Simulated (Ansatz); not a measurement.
## CdO (Monteponite): equation of state with PBE+D4

The system is CdO (Monteponite).

```
Cd O
1.0
     0.00000    2.34950    2.34950
     2.34950    0.00000    2.34950
     2.34950    2.34950    0.00000
Cd O
1 1
Cartesian
  0.0000 0.0000 0.0000
  2.3495 2.3495 2.3495
```

| Property | Result |
| --- | --- |
| Program | Ansatz 0.2.0 |
| Task | equation of state |
| Functional | PBE |
| Dispersion | D4 |
| Potentials or basis | Ansatz PAW |
| Cutoff | 420 eV |
| Density cutoff | 1680 eV |
| k mesh | 10 × 10 × 10 |
| Occupations | fermi-dirac, width 0.05 eV |
| Spin | no spin polarisation |

- Equilibrium volume: 13.20 Å³/atom
- Bulk modulus: 135 GPa
- Pressure derivative of the bulk modulus: 4.7

Energy against volume, from the lowest point:
```
volume (Å³/atom)  energy (meV/atom)
          12.191              37.85
          12.451              20.07
          12.710               8.23
          12.970               1.71
          13.229               0.00
          13.488               2.48
          13.748               8.81
```

All runs of the series together: 6.4 s on 2 threads of Arm Neoverse V1, with other jobs on the host.

Zero-point motion and thermal expansion aren't in these numbers.
